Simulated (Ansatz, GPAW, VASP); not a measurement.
# BN: 3 runs at one level of theory

```xyz
2
Lattice="0.0000 1.8130 1.8130 1.8130 0.0000 1.8130 1.8130 1.8130 0.0000" Properties=species:S:1:pos:R:3 pbc="T T T"
N     0.9065    0.9065    0.9065
B     0.0000    0.0000    0.0000
```

The cell is a database's computed one, not the measured one.

Alike in all runs: task single point; functional PBE; k mesh 13 × 13 × 13; occupations gaussian, width 0.022 eV; no spin polarisation; no spin-orbit coupling. Pressure is positive in compression and, in plane waves, holds the error of the finite cutoff.

| program and potentials | plane-wave cutoff (eV) | notes | pressure (GPa) |
| --- | --- | --- | --- |
| Ansatz, all-electron LAPW, scalar-relativistic | - | - | -0.41 |
| VASP, PBE PAW files B, N, 520 eV | 520 | - | -0.17 |
| GPAW, GPAW PAW data sets (gpaw-data 1.2.1) | 800 | - | -1.60 |

The pressure spans -1.60 (GPAW, GPAW PAW data sets (gpaw-data 1.2.1)) to -0.17 GPa (VASP, PBE PAW files B, N, 520 eV), with all-electron results at -0.41.

Differences between rows come from potentials, basis sets and numerical settings, since the functional is the same but for its coding. Runs on potential files found faulty are left out.

All three runs put the zinc-blende cell under slight tension, so each would relax to a somewhat smaller volume. The implied contraction is very small because cubic BN is among the stiffest solids known. Its short, polar covalent bonds form a fully connected sp³ network, and the 2p shells of both atoms, with no p core beneath them, allow close and strong overlap. In such a lattice even a minute mismatch in equilibrium volume appears as a visible pressure, which makes the spread look larger than the structural disagreement behind it.

VASP lies close to the all-electron value of -0.41 GPa, whereas GPAW at -1.60 GPa favours the most compact cell, probably through its data sets or a remaining basis-set stress, which typically acts in this direction. The agreement supports the cell as a near-equilibrium PBE geometry, but not the accuracy of PBE against the measured lattice constant. Pressures at a single volume also leave open the energetic order of the cubic and layered polymorphs.
